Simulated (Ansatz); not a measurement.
A 2-atom cell of BeSe (F-43m) from a materials database at its r2SCAN geometry, run in Ansatz 0.2.0 at 4 levels of theory. Spin-unpolarised throughout; all numbers are computed.

The r2SCAN input:
```yaml
crystal:
  lattice:
    - [0.0, 2.5810353788, 2.5810353788]
    - [2.5810353788, 0.0, 2.5810353788]
    - [2.5810353788, 2.5810353788, 0.0]
  atoms:
    - { symbol: Be, position: [0.0, 0.0, 0.0] }
    - { symbol: Se, position: [0.25, 0.25, 0.25] }
kpoints:
  mp_grid: { grid: [8, 8, 8] }
  band_path:
    path:
      - [0.0, 0.0, 0.0]
      - [-0.5, -0.5, 0.0]
      - [-0.375, -0.375, 0.25]
      - [-0.375, 0.0, 0.375]
      - [0.0, 0.0, 0.5]
      - [-0.5, -0.25, 0.25]
      - [0.0, 0.5, 0.5]
    npoints: 1
hamiltonian:
  xc: r2scan
scf:
  occupations: { method: fixed }
  n_extra_bands: 4
output:
  forces: true
  stress: true
  eigenvalues: true
```

Main results, then, where recorded, the levels near the gap in eV from the Fermi energy (columns number the bands from 0), one row a point of the path (Γ, X, U, K, L, W, X):
```
Crystal: 2 atoms, lattice volume = 34.388 Å³
Symmetry: 24 space group operations
Space group: F-43m (ITA 216)
```
```
Basis set: ecut = 500 eV, 893 PW (Γ)
k-points: 29 of 512 (time reversal used)
SCF 1 converged in 6 iterations: F = -5573.340401 eV  dr2 = 2.73e-9
Free energy (F): -5573.340401 eV
Fermi energy:    6.596779 eV
--- Stress (GPa, compression-positive) ---
        0.000864       0.000000       0.000000
        0.000000       0.000864       0.000000
        0.000000       0.000000       0.000864
  P = ⅓ Tr σ = 0.0009 GPa (0.009 kbar)
```
```tsv
band_6	band_7	band_8	band_9	band_10	band_11
0.000	0.000	0.000	5.036	5.597	5.597
-5.187	-2.682	-2.682	3.125	4.677	12.690
-4.755	-4.048	-2.235	4.263	7.400	10.501
-4.755	-4.048	-2.235	4.263	7.400	10.501
-5.800	-1.080	-1.080	4.904	6.553	6.553
-4.510	-3.842	-3.295	6.625	7.912	8.041
-5.187	-2.682	-2.682	3.125	4.677	12.690
```

With r2SCAN the valence top lies at Γ and the conduction bottom at X, 3.12 eV higher; the smallest vertical gap, at Γ, is 5.04 eV.

r2SCANh. Against the first input these blocks differ (the band path and keys that only write files left aside):
```yaml
kpoints:
  mp_grid: { grid: [6, 6, 6] }
hamiltonian:
  xc: r2scanh
```

```
Basis set: ecut = 500 eV, 893 PW (Γ)
k-points: 16 of 216 (time reversal used)
SCF 1 stopped early in 3 iterations: F = -5573.336620 eV  dr2 = 1.11e-4
Exchange kernel: α = 0.1000, full range, Wigner–Seitz truncation, v(0) = 13197.4254 eV·Å³, q-mesh 6×6×6
SCF 2 converged in 6 iterations: F = -5573.090560 eV  dr2 = 6.89e-9
hybrid outer 1: dexx = +1.224e-4 eV, tail = 4.47e-7 eV
SCF 3 converged in 2 iterations: F = -5573.090566 eV  dr2 = 9.72e-10
hybrid outer 2: dexx = +4.067e-9 eV, tail = 5.09e-9 eV, Δε = 3.07e-4 eV
Free energy (F): -5573.090566 eV
Fermi energy:    6.274797 eV
--- Stress (GPa, compression-positive) ---
       -0.315627       0.000000       0.000000
        0.000000      -0.315627       0.000000
        0.000000       0.000000      -0.315627
  P = ⅓ Tr σ = -0.3156 GPa (-3.156 kbar)
```
```tsv
band_6	band_7	band_8	band_9	band_10	band_11
0.000	0.000	0.000	5.606	6.211	6.211
-5.399	-2.780	-2.780	3.650	5.244	13.456
-4.950	-4.198	-2.315	4.816	8.029	11.222
-4.950	-4.198	-2.315	4.816	8.029	11.222
-6.032	-1.119	-1.119	5.483	7.175	7.175
-4.696	-3.986	-3.412	7.215	8.570	8.665
-5.399	-2.780	-2.780	3.650	5.244	13.456
```

r2SCANh gives an indirect gap of 3.65 eV, from Γ to X; the least direct gap is 5.61 eV at Γ. The mean stress, -0.3 GPa, is small, and the program warns that its thresholds are loose for a hybrid's stress.

**Question.** In the first input these blocks are replaced (the band path and keys that only write files left aside):
```yaml
crystal:
  host: atoms
kpoints:
  mp_grid: { grid: [6, 6, 6] }
hamiltonian:
  xc:
    exchange: pbe
    correlation: pbe
    exx: { coeff: inverse_dielectric }
```
What comes out?

**Answer.**
```
ε∞ on k-mesh 4×4×4 of a primitive cell: xx 6.0132, yy 6.0132, zz 6.0132; 3/Tr ε∞, of that cell with its empty space = 0.16630113486724482
Basis set: ecut = 420 eV, 645 PW (Γ)
k-points: 16 of 216 (time reversal used)
SCF 1 stopped early in 2 iterations: F = -5563.432119 eV  dr2 = 5.26e-6
Exchange kernel: α = 0.1663, full range, Wigner–Seitz truncation, v(0) = 13197.4254 eV·Å³, q-mesh 6×6×6
SCF 2 stopped early in 5 iterations: F = -5564.604709 eV  dr2 = 9.67e-7
hybrid outer 1: dexx = +1.292e-3 eV, tail = 1.13e-5 eV
SCF 3 converged in 3 iterations: F = -5564.604765 eV  dr2 = 2.53e-9
hybrid outer 2: dexx = +1.566e-7 eV, tail = 1.04e-8 eV, Δε = 1.07e-3 eV
Free energy (F): -5564.604765 eV
Fermi energy:    6.231682 eV
--- Stress (GPa, compression-positive) ---
       -0.218108       0.000000       0.000000
        0.000000      -0.218108       0.000000
        0.000000       0.000000      -0.218108
  P = ⅓ Tr σ = -0.2181 GPa (-2.181 kbar)
```
```tsv
band_6	band_7	band_8	band_9	band_10	band_11
0.000	0.000	0.000	5.451	6.193	6.193
-5.417	-2.794	-2.794	3.657	5.279	13.190
-4.970	-4.229	-2.330	4.823	8.015	11.086
-4.970	-4.229	-2.330	4.823	8.015	11.086
-6.064	-1.130	-1.130	5.428	7.168	7.168
-4.715	-4.008	-3.448	7.252	8.418	8.588
-5.417	-2.794	-2.794	3.657	5.279	13.190
```
DDH-PBE0 gives an indirect gap of 3.66 eV, from Γ to X; the least direct gap is 5.45 eV at Γ. The mean stress, -0.2 GPa, is small, and the program warns that its thresholds are loose for a hybrid's stress.

PBE0. Against the first input these blocks differ (the band path and keys that only write files left aside):
```yaml
kpoints:
  mp_grid: { grid: [6, 6, 6] }
hamiltonian:
  xc: pbe0
```

```
Basis set: ecut = 420 eV, 645 PW (Γ)
k-points: 16 of 216 (time reversal used)
SCF 1 stopped early in 2 iterations: F = -5563.431626 eV  dr2 = 8.59e-6
Exchange kernel: α = 0.2500, full range, Wigner–Seitz truncation, v(0) = 13197.4254 eV·Å³, q-mesh 6×6×6
SCF 2 stopped early in 6 iterations: F = -5565.207134 eV  dr2 = 1.02e-6
hybrid outer 1: dexx = +4.332e-3 eV, tail = 4.92e-5 eV
SCF 3 converged in 5 iterations: F = -5565.207292 eV  dr2 = 5.64e-10
hybrid outer 2: dexx = +2.943e-7 eV, tail = 1.86e-8 eV, Δε = 2.46e-3 eV
Free energy (F): -5565.207292 eV
Fermi energy:    5.916907 eV
--- Stress (GPa, compression-positive) ---
       -0.679990       0.000000       0.000000
        0.000000      -0.679990       0.000000
        0.000000       0.000000      -0.679990
  P = ⅓ Tr σ = -0.6800 GPa (-6.800 kbar)
```
```tsv
band_6	band_7	band_8	band_9	band_10	band_11
0.000	0.000	0.000	6.051	6.793	6.793
-5.610	-2.880	-2.880	4.173	5.822	13.978
-5.147	-4.358	-2.400	5.362	8.623	11.809
-5.147	-4.358	-2.400	5.362	8.623	11.809
-6.271	-1.163	-1.163	6.006	7.773	7.773
-4.885	-4.132	-3.546	7.817	9.090	9.198
-5.610	-2.880	-2.880	4.173	5.822	13.978
```

PBE0 gives an indirect gap of 4.17 eV, from Γ to X; the least direct gap is 6.05 eV at Γ. The mean pressure is -0.7 GPa (compression positive), so PBE0 would shrink the cell's volume. (The program warns that its thresholds are loose for a hybrid's stress.)

The hybrids run on coarser meshes, which limits their stresses and small splittings of levels.

Totals of different functionals can't be compared.

Spin-orbit coupling is left out.

The meshes of the hybrids are coarse, so their gaps aren't converged to the digits shown.
